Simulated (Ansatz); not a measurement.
Wanted: the native input for an Ansatz 0.2.0 run.

| Quantity | Value |
| --- | --- |
| Task | band structure |
| Functional | r2SCAN |
| Potentials or basis | Ansatz PAW |
| Cutoff | 500 eV (not typed: the program's choice for these potentials) |
| k mesh | 13 × 13 × 13 |
| Occupations | fermi-dirac, width 0.05 eV |
| Spin | spin-orbit coupling, no magnetisation |
| Path | [["G", "X", "Y", "S", "G", "Z", "S1", "N", "P", "Y1", "Z"], ["X", "P"]] |
| Points for each segment of the path | 14 |

Ga:

```
Ga
1.0
    -1.38440    1.38440    2.31122
     1.38440   -1.38440    2.31122
     1.38440    1.38440   -2.31122
Ga
1
Direct
  0.00000 0.00000 0.00000
```

This isn't the form of Ga at room conditions, which is orthorhombic.

One way to write it, as run:

input.yaml

```yaml
crystal:
  lattice:
    - [-1.3843987196, 1.3843987196, 2.3112238365]
    - [1.3843987196, -1.3843987196, 2.3112238365]
    - [1.3843987196, 1.3843987196, -2.3112238365]
  atoms:
    - { symbol: Ga, position: [0.0, 0.0, 0.0] }
hamiltonian:
  xc: r2scan
  pseudopotentials: { kind: paw_fr }
magnetization:
  noncollinear: true
  spin_orbit: true
kpoints:
  mp_grid: { grid: [13, 13, 13] }
  band_path:
    path:
      - [[0.0, 0.0, 0.0], [0.0, 0.0, 0.5], [-0.1793941871, 0.1793941871, 0.5], [-0.3396970935, 0.3396970935, 0.3396970935], [0.0, 0.0, 0.0], [0.5, 0.5, -0.5], [0.3396970935, 0.6603029065, -0.3396970935], [0.0, 0.5, 0.0], [0.25, 0.25, 0.25], [0.5, 0.5, -0.1793941871], [0.5, 0.5, -0.5]]
      - [[0.0, 0.0, 0.5], [0.25, 0.25, 0.25]]
    npoints: 14
scf:
  occupations: { method: fermi_dirac, width: 0.05 }
  n_extra_bands: 6
output:
  forces: true
  stress: true
  eigenvalues: true
  fatbands: false
  write_density: true
  write_potential: true
  elf: true
  volumetric_format: npy
```

Potentials or basis: Ansatz PAW.

The run is started by

```bash
$ ansatz run input.yaml --threads 2 --pin off --max-ram 5632MiB --backend cpu --events-out ev --progress --plain --runs-dir out
```

Results of the run:

```json
{
 "Pressure": "0.2 GPa",
 "Band gap on the k mesh": "none (metal or under the smearing width)"
}
```

Caveat: the PAW data sets come from PBE, with cores solved anew for the run's functional, which leaves a small shift of forces and pressure.

Run time: 25 s on 2 threads of Arm Neoverse V2, with other jobs on the host, peak memory 0.54 GiB.
